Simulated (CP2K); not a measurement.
The system is GaP.

```
Ga P
1.0
     3.85409    0.00000    0.00000
     1.92704    3.33774    0.00000
     1.92704    1.11258    3.14685
Ga P
1 1
Cartesian
  0.0000 0.0000 0.0000
  5.7811 3.3377 2.3601
```

Program: CP2K 2026.2. Alike in all runs: task band structure; level PBE; no spin polarisation; cell as given; k mesh 8 × 8 × 8; smearing fermi-dirac 0.05 eV.

Order these runs on this cell by their band gap on the k mesh, lowest first.
A. potentials or basis POTENTIAL_UZH Ga GTH-PBE-q13, P GTH-PBE-q5; ccGRB-D basis; ADDED_MOS [10]
B. potentials or basis POTENTIAL_UZH Ga GTH-PBE-q13, P GTH-PBE-q5; DZVP-MOLOPT-PBE-GTH basis; ADDED_MOS [10]
C. potentials or basis GTH_POTENTIALS Ga GTH-PBE-q13, P GTH-PBE-q5; SZV-MOLOPT-SR-GTH basis; ADDED_MOS [4]

B (1.65 eV), A (1.82 eV), C (2.17 eV).

Caveats: the basis of atomic orbitals isn't converged, which shifts pressures, moduli and gaps; a minimal basis gives rough bond lengths, pressures and levels (some runs).

